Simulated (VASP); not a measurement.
# Ga (Pm-3m) in VASP: reference runs

How does Ga come out in PBE? The cell is run as given.

All numbers are computed with VASP 6.6.1; they aren't measurements. Logs are shortened: lines on timing, memory, paths and dates and some standing lists are left out, and cuts for length are marked.

## Step 1: Starting point

It takes space group Pm-3m (No. 221, cubic). The conventional cell has a = 2.716 Å, b = 2.716 Å, c = 2.716 Å, α = 90.00°, β = 90.00°, γ = 90.00°. Ga (site symmetry m-3m) is surrounded by 6 Ga at 2.72 Å.

The cell was built by a generator and needn't be a form met in nature.

## Step 2: Single point, PBE

The input, INCAR:

```
PREC = Accurate
ENCUT = 520
EDIFF = 1E-7
ISMEAR = -1
SIGMA = 0.05
LREAL = False
LASPH = True
NELM = 100
ALGO = Normal
ISIF = 2
LWAVE = False
LCHARG = True
GGA = PE
LELF = True
LVHAR = True
NBANDS = 12
```

The input, KPOINTS:

```
regular mesh
0
Gamma
  10 10 10
```

The input, POSCAR:

```
Ga
1.0
    2.7164800000      0.0000000000      0.0000000000
    0.0000000000      2.7164800000      0.0000000000
    0.0000000000      0.0000000000      2.7164800000
Ga
1
Direct
    0.0000000000      0.0000000000      0.0000000000
```

Potentials or basis: VASP PAW PBE potentials, release 64 (Ga_d).

Started as:

```bash
$ cat potpaw_PBE.64/Ga_d/POTCAR > POTCAR
$ mpirun -np 1 vasp_std > vasp.out
```

OUTCAR:

```text
PREC = Accurate
   ENCUT = 520
   EDIFF = 1E-7
   ISMEAR = -1
   LREAL = False
   LASPH = True
   NELM = 100
   ISIF = 2
   GGA = PE

 ion  position               nearest neighbor table
   1  0.000  0.000  0.000-

  LATTYP: Found a simple cubic cell.
 ALAT       =     2.7164800000

  Lattice vectors:

 A1 = (   2.7164800000,   0.0000000000,   0.0000000000)
 A2 = (   0.0000000000,   2.7164800000,   0.0000000000)
 A3 = (   0.0000000000,   0.0000000000,   2.7164800000)

Analysis of symmetry for initial positions (statically):
=====================================================================
 Subroutine PRICEL returns:
 Original cell was already a primitive cell.

 Routine SETGRP: Setting up the symmetry group for a
 simple cubic supercell.

 Subroutine GETGRP returns: Found 48 space group operations
 (whereof 48 operations were pure point group operations)
 out of a pool of 48 trial point group operations.

The static configuration has the point symmetry O_h .

Analysis of symmetry for dynamics (positions and initial velocities):
=====================================================================
 Subroutine PRICEL returns:
 Original cell was already a primitive cell.

 Routine SETGRP: Setting up the symmetry group for a
 simple cubic supercell.

 Subroutine GETGRP returns: Found 48 space group operations
 (whereof 48 operations were pure point group operations)
 out of a pool of 48 trial point group operations.

The dynamic configuration has the point symmetry O_h .

 Subroutine INISYM returns: Found 48 space group operations
 (whereof 48 operations are pure point group operations),
 and found     1 'primitive' translations

----------------------------------------------------------------------------------------

                                     Primitive cell

  volume of cell :      20.0456

  direct lattice vectors                    reciprocal lattice vectors
     2.716480000  0.000000000  0.000000000     0.368123454  0.000000000  0.000000000
     0.000000000  2.716480000  0.000000000     0.000000000  0.368123454  0.000000000
     0.000000000  0.000000000  2.716480000     0.000000000  0.000000000  0.368123454

  length of vectors
     2.716480000  2.716480000  2.716480000     0.368123454  0.368123454  0.368123454

  position of ions in fractional coordinates (direct lattice)
     0.000000000  0.000000000  0.000000000

  ion indices of the primitive-cell ions
   primitive index   ion index
                 1           1

----------------------------------------------------------------------------------------

 KPOINTS: regular mesh

Automatic generation of k-mesh.
 Grid dimensions read from file:
 generate k-points for:   10   10   10

 Generating k-lattice:

  Cartesian coordinates                     Fractional coordinates (reciprocal lattice)
     0.036812345  0.000000000  0.000000000     0.100000000  0.000000000  0.000000000
     0.000000000  0.036812345  0.000000000     0.000000000  0.100000000  0.000000000
     0.000000000  0.000000000  0.036812345     0.000000000  0.000000000  0.100000000

  Length of vectors
     0.036812345  0.036812345  0.036812345

  Shift w.r.t. Gamma in fractional coordinates (k-lattice)
     0.000000000  0.000000000  0.000000000

 Subroutine IBZKPT returns following result:
 ===========================================

 Found     56 irreducible k-points:

 Following reciprocal coordinates:
            Coordinates               Weight
  0.000000  0.000000  0.000000      1.000000
  0.100000  0.000000  0.000000      6.000000
  0.200000  0.000000  0.000000      6.000000
  0.300000  0.000000  0.000000      6.000000
  0.400000  0.000000  0.000000      6.000000
  0.500000  0.000000  0.000000      3.000000
[... 16 lines left out ...]
  0.200000  0.100000  0.100000     24.000000
  0.300000  0.100000  0.100000     24.000000
 [... further k-points ...]
   k-points           NKPTS =     56   k-points in BZ     NKDIM =     56   number of bands    NBANDS=     12
   number of dos      NEDOS =    301   number of ions     NIONS =      1
   total plane-waves  NPLWV =   8000
   dimension x,y,z NGX =    20 NGY =   20 NGZ =   20
   dimension x,y,z NGXF=    40 NGYF=   40 NGZF=   40
   ions per type =               1
   NGX,Y,Z   is equivalent  to a cutoff of  12.24, 12.24, 12.24 a.u.
   NGXF,Y,Z  is equivalent  to a cutoff of  24.48, 24.48, 24.48 a.u.
 SYSTEM =  unknown system
   PREC   = accura    normal or accurate (medium, high low for compatibility)
   ISTART =      0    job   : 0-new  1-cont  2-samecut
   ICHARG =      2    charge: 1-file 2-atom 10-const
   ISPIN  =      1    spin polarized calculation?
   LNONCOLLINEAR =      F non collinear calculations
   LSORBIT =      F    spin-orbit coupling
   LASPH  =      T    aspherical Exc in radial PAW
   ENCUT  =  520.0 eV  38.22 Ry    6.18 a.u.   5.05  5.05  5.05*2*pi/ulx,y,z
   NELM   =    100;   NELMIN=  2; NELMDL= -5     # of ELM steps
   EDIFF  = 0.1E-06   stopping-criterion for ELM
   LREAL  =      F    real-space projection
   EDIFFG = 0.1E-05   stopping-criterion for IOM
   NSW    =      0    number of steps for IOM
   IBRION =     -1    ionic relax: 0-MD 1-quasi-New 2-CG
   NFREE  =      0    steps in history (QN), initial steepest desc. (CG)
   ISIF   =      2    stress and relaxation
   ISYM   =      2    0-nonsym 1-usesym 2-fastsym
   POTIM  = 0.5000    time-step for ionic-motion
   TEBEG  =    0.0;   TEEND  =   0.0 temperature during run
   PSTRESS=    0.0 pullay stress
   NELECT =      13.0000    total number of electrons
   NUPDOWN=      -1.0000    fix difference up-down
   EMIN   =  10.00;   EMAX   =-10.00  energy-range for DOS
   EFERMI =   0.00;   METHOD = LEGACY
   ISMEAR =    -1;   SIGMA  =   0.05  broadening in eV -4-tet -1-fermi 0-gaus
   EFERMI_NEDOS =   21; number of points for ismear=-14 and -15
   IALGO  =     38    algorithm
   IMIX   =      4    mixing-type and parameters
     AMIX     =   0.40;   BMIX     =  1.00
     AMIX_MAG =   1.60;   BMIX_MAG =  1.00
  volume/ion in A,a.u.               =      20.05       135.27
  Fermi-wavevector in a.u.,A,eV,Ry     =   1.417042  2.677821 27.320614  2.008008
  Thomas-Fermi vector in A             =   2.538314
   LORBIT       =      0    0 simple, 1 ext, 2 COOP (PROOUT), +10 PAW based schemes
   GGA     = PE    functional components
   LHFCALC =     F    Hartree Fock is set to
   AEXX    =    0.0000 exact exchange contribution
   IVDW    =     0    specifies the selected vdW correction
   LEPSILON=     F    determine dielectric tensor
   LRPA    =     F    only Hartree local field effects (RPA)
 non-spin polarized calculation
  energy-cutoff  :      520.00
  volume of cell :       20.05
 maximum number of plane-waves:       554
   NGX = 11   NGY = 11   NGZ = 11

 number of electron      13.0000027 magnetization

 Free energy of the ion-electron system (eV)
  ---------------------------------------------------
  ext. energy  EPLUGINS =         0.00000000
  ---------------------------------------------------
  free energy    TOTEN  =        -2.83124541 eV

  energy without entropy =       -2.82567487  energy(sigma->0) =       -2.82846014

 E-fermi :   4.7775     XC(G=0): -10.6346

 val. band max:        4.7488402891   @ k =   0.5000   0.5000   0.3000
 cond. band min:       4.7917128701   @ k =   0.4000   0.4000   0.1000
 fundamental gap:      0.0428725810
 Fermi energy:         4.7774624695

 k-point     1 :       0.0000    0.0000    0.0000
  band No.  band energies     occupation
      1     -10.3484      2.00000
      2     -10.3484      2.00000
      3      -9.8349      2.00000
      4      -9.8349      2.00000
      5      -9.8349      2.00000
      6      -5.7994      2.00000
      7      13.7153      0.00000
      8      13.7153      0.00000
      9      13.7153      0.00000
     10      16.6445      0.00000
     11      16.6445      0.00000
     12      19.1072      0.00000

 k-point     2 :       0.1000    0.0000    0.0000
  band No.  band energies     occupation
      1     -10.3446      2.00000
      2     -10.3152      2.00000
      3      -9.8485      2.00000
      4      -9.8485      2.00000
      5      -9.8337      2.00000
      6      -5.5965      2.00000
      7      11.2131      0.00000
      8      13.9256      0.00000
      9      13.9256      0.00000
     10      16.8171      0.00000
     11      18.1106      0.00000
     12      20.6351      0.00000

 k-point     3 :       0.2000    0.0000    0.0000
  band No.  band energies     occupation
      1     -10.3348      2.00000
      2     -10.2309      2.00000
      3      -9.8840      2.00000
      4      -9.8840      2.00000
      5      -9.8307      2.00000
      6      -4.9831      2.00000
      7       7.8857      0.00000
      8      14.5382      0.00000
      9      14.5382      0.00000
     10      17.3355      0.00000
     11      18.8547      0.00000
     12      24.6021      0.00000

 k-point     4 :       0.3000    0.0000    0.0000
  band No.  band energies     occupation
      1     -10.3225      2.00000
      2     -10.1317      2.00000
      3      -9.9274      2.00000
      4      -9.9274      2.00000
      5      -9.8270      2.00000
      6      -3.9576      2.00000
      7       4.8319      0.50371
      8      15.4837      0.00000
      9      15.4837      0.00000
     10      18.1979      0.00000
     11      19.6470      0.00000
     12      25.7802      0.00000

 k-point     5 :       0.4000    0.0000    0.0000
  band No.  band energies     occupation
      1     -10.3126      2.00000
      2     -10.0551      2.00000
      3      -9.9623      2.00000
      4      -9.9623      2.00000
      5      -9.8240      2.00000
      6      -2.5687      2.00000
      7       2.2073      2.00000
      8      16.5587      0.00000
      9      16.5587      0.00000
     10      19.3714      0.00000
     11      20.5963      0.00000
     12      23.4295      0.00000

 k-point     6 :       0.5000    0.0000    0.0000
  band No.  band energies     occupation
      1     -10.3088      2.00000
      2     -10.0266      2.00000
      3      -9.9755      2.00000
      4      -9.9755      2.00000
      5      -9.8228      2.00000
      6      -1.4399      2.00000
      7       0.6643      2.00000
      8      17.1397      0.00000
      9      17.1397      0.00000
     10      20.3509      0.00000
     11      21.1928      0.00000
     12      22.0595      0.00000

 k-point     7 :       0.1000    0.1000    0.0000
  band No.  band energies     occupation
      1     -10.3266      2.00000
      2     -10.2955      2.00000
      3      -9.8634      2.00000
      4      -9.8482      2.00000
      5      -9.8463      2.00000
      6      -5.3936      2.00000
      7      11.1531      0.00000
      8      11.7077      0.00000
      9      14.1361      0.00000
     10      17.6028      0.00000
     11      19.9246      0.00000
     12      21.1505      0.00000

 k-point     8 :       0.2000    0.1000    0.0000
  band No.  band energies     occupation
      1     -10.3115      2.00000
      2     -10.2142      2.00000
      3      -9.9019      2.00000
      4      -9.8826      2.00000
      5      -9.8440      2.00000
      6      -4.7810      2.00000
      7       8.0689      0.00000
      8      12.0651      0.00000
      9      14.7491      0.00000
     10      18.1780      0.00000
     11      20.9028      0.00000
     12      24.2644      0.00000
[... 166 lines left out ...]
 k-point    20 :       0.5000    0.4000    0.0000
  band No.  band energies     occupation
      1     -10.1998      2.00000
      2     -10.1670      2.00000
      3      -9.9571      2.00000
      4      -9.9426      2.00000
      5      -9.7363      2.00000
      6       1.6839      2.00000
      7       3.5018      2.00000
      8       5.9598      0.00000
      9       9.9595      0.00000
     10      20.0604      0.00000
     11      24.5189      0.00000
     12      24.5936      0.00000

 k-point    21 :       0.5000    0.5000    0.0000
  band No.  band energies     occupation
      1     -10.2221      2.00000
      2     -10.1592      2.00000
      3      -9.9551      2.00000
      4      -9.9551      2.00000
      5      -9.6994      2.00000
      6       3.1091      2.00000
      7       4.1012      2.00000
      8       4.1012      2.00000
      9       8.9853      0.00000
     10      20.6427      0.00000
     11      25.2262      0.00000
     12      25.2262      0.00000

 k-point    22 :       0.1000    0.1000    0.1000
  band No.  band energies     occupation
      1     -10.2919      2.00000
      2     -10.2919      2.00000
      3      -9.8650      2.00000
      4      -9.8605      2.00000
      5      -9.8605      2.00000
      6      -5.1908      2.00000
      7      11.3539      0.00000
      8      11.3539      0.00000
      9      12.2498      0.00000
     10      20.1055      0.00000
     11      20.1055      0.00000
     12      21.5206      0.00000

 k-point    23 :       0.2000    0.1000    0.1000
  band No.  band energies     occupation
      1     -10.2824      2.00000
      2     -10.2033      2.00000
      3      -9.9031      2.00000
      4      -9.8976      2.00000
      5      -9.8582      2.00000
      6      -4.5788      2.00000
      7       8.2536      0.00000
      8      11.9423      0.00000
      9      12.6377      0.00000
     10      20.6336      0.00000
     11      21.2865      0.00000
     12      24.3016      0.00000

 k-point    24 :       0.3000    0.1000    0.1000
  band No.  band energies     occupation
      1     -10.2706      2.00000
      2     -10.0983      2.00000
      3      -9.9505      2.00000
      4      -9.9432      2.00000
      5      -9.8539      2.00000
      6      -3.5574      2.00000
      7       5.2208      0.00028
      8      12.8663      0.00000
      9      13.5975      0.00000
     10      20.9595      0.00000
     11      21.2957      0.00000
     12      22.5163      0.00000

 [... further k-points ...]
[... 5 lines left out ...]
  --------------------------------------------------------------------------------------
  -------------------------------------------------------------------------------------
  Total        0.0411624      0.0411624      0.0411624     -0.0000000     -0.0000000     -0.0000000
  in kB        3.2899700      3.2899700      3.2899700     -0.0000000     -0.0000000     -0.0000000
  external PRESSURE =       3.2899700 kB  Pullay stress =       0.0000000 kB

 VOLUME and BASIS-vectors are now :
 -----------------------------------------------------------------------------
  energy-cutoff  :      520.00
  volume of cell :       20.05
      direct lattice vectors                 reciprocal lattice vectors
     2.716480000  0.000000000  0.000000000     0.368123454  0.000000000  0.000000000
     0.000000000  2.716480000  0.000000000     0.000000000  0.368123454  0.000000000
     0.000000000  0.000000000  2.716480000     0.000000000  0.000000000  0.368123454

 POSITION                                       TOTAL-FORCE (eV/Angst)
 -----------------------------------------------------------------------------------
      0.00000      0.00000      0.00000         0.000000      0.000000      0.000000
 -----------------------------------------------------------------------------------
    total drift:                               -0.000000     -0.000000     -0.000000

  FREE ENERGIE OF THE ION-ELECTRON SYSTEM (eV)
  ---------------------------------------------------
  free  energy   TOTEN  =        -2.8312454066 eV

  energy  without entropy=       -2.8256748699  energy(sigma->0) =       -2.82846014
```

It took 8.6 s on 1 thread of AMD EPYC 7R43 (Zen 3), shared host; peak memory 0.09 GiB.

What came out:

```
Free energy            : -2.8312 eV
Pressure               : 0.3 GPa
Band gap on the k mesh : none (metal or under the smearing width)
```

Levels at points of the mesh, in eV from the Fermi level:
| k point | band 2 | band 3 | band 4 | band 5 | band 6 | band 7 | band 8 | band 9 | band 10 | band 11 |
| --- | --- | --- | --- | --- | --- | --- | --- | --- | --- | --- |
| (0.00, 0.00, 0.00) | -15.13 | -14.61 | -14.61 | -14.61 | -10.58 | 8.94 | 8.94 | 8.94 | 11.87 | 11.87 |
| (0.50, 0.00, 0.00) | -14.80 | -14.75 | -14.75 | -14.60 | -6.22 | -4.11 | 12.36 | 12.36 | 15.57 | 16.42 |
| (0.50, 0.50, 0.00) | -14.94 | -14.73 | -14.73 | -14.48 | -1.67 | -0.68 | -0.68 | 4.21 | 15.87 | 20.45 |
| (0.50, 0.50, 0.50) | -14.95 | -14.95 | -14.47 | -14.47 | 2.61 | 2.61 | 2.61 | 3.75 | 8.18 | 8.18 |
